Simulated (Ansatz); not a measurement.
A run of Ansatz 0.2.0 is set up as follows.

input.yaml

```yaml
crystal:
  lattice:
    - [0.0, 2.74607, 2.74607]
    - [2.74607, 0.0, 2.74607]
    - [2.74607, 2.74607, 0.0]
  atoms:
    - { symbol: In, position: [0.0, 0.0, 0.0] }
    - { symbol: Pd, position: [0.5, 0.5, 0.5] }
hamiltonian:
  xc: lda
  pseudopotentials: { kind: paw }
kpoints:
  mp_grid: { grid: [8, 8, 8] }
scf:
  occupations: { method: fermi_dirac, width: 0.05 }
output:
  forces: true
  stress: true
  eigenvalues: true
  write_density: true
  write_potential: true
  elf: true
  volumetric_format: npy
relax:
  f_tol: 0.01
  max_steps: 40
  cell: { stress_tol: 0.05 }
```

Potentials or basis: Ansatz PAW.

Launch:

```bash
$ ansatz run input.yaml --threads 2 --pin off --max-ram 5632MiB --backend cpu --events-out ev --progress --plain --runs-dir out
```

Problem. Predict the relaxed cell.

Solution. a = 3.769 Å, b = 3.769 Å, c = 3.769 Å, α = 60.00°, β = 60.00°, γ = 60.00°.

Problem. Predict the relaxed volume.

Solution. 18.93 Å³/atom.

Final structure:
```yaml
crystal:
  lattice:
    - [0.00000, 2.66530, 2.66530]
    - [2.66530, 0.00000, 2.66530]
    - [2.66530, 2.66530, 0.00000]
  atoms:
    - { symbol: In, position: [0.00000, 0.00000, 0.00000] }
    - { symbol: Pd, position: [0.50000, 0.50000, 0.50000] }
```

Caveat: the PAW data sets come from PBE, with cores solved anew for the run's functional, which leaves a small shift of forces and pressure.
